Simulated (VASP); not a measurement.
Wanted: the native input for a VASP 6.6.1 run.

```yaml
Task: single point
Functional: r2SCAN
Potentials_or_basis: VASP PAW PBE potentials, release 64 (Ag)
Cutoff: 520 eV
k_mesh: 18 × 18 × 18
Occupations: gaussian, width 0.1 eV
Spin: no spin polarisation
Further_INCAR_settings: ALGO = Normal; EDIFF = 1e-06
```

The structure of Ag lies in POSCAR:

```
Ag
1.0
   -1.6115900000      1.6115900000      1.6115900000
    1.6115900000     -1.6115900000      1.6115900000
    1.6115900000      1.6115900000     -1.6115900000
Ag
1
Direct
    0.0000000000      0.0000000000      0.0000000000
```

This isn't the form of Ag at room conditions, which is fcc.

The input as run:

INCAR

```
  PREC = Accurate
  ENCUT = 520
  EDIFF = 1E-6
  ISMEAR = 0
  SIGMA = 0.1
  LREAL = False
  LASPH = True
  NELM = 100
  ALGO = Normal
  ISIF = 2
  LWAVE = False
  LCHARG = False
  METAGGA = R2SCAN
  LMIXTAU = True
```

KPOINTS

```
Automatic mesh
0
Gamma
  18 18 18
```

Potentials or basis: VASP PAW PBE potentials, release 64 (Ag).

Command:

```console
$ cat potpaw_PBE.64/Ag/POTCAR > POTCAR
$ mpirun -np 1 vasp_std > vasp.out
```

It gave:

```yaml
Pressure: 4.8 GPa
Band_gap_on_the_k_mesh: none (metal or under the smearing width)
```

Caveat: the PAW data sets were made with another functional, which shifts forces and pressure a little.

Run time: 66 s on 1 thread of Intel(R) Xeon(R) Platinum 8488C (Sapphire Rapids) (shared host), peak memory 0.16 GiB.
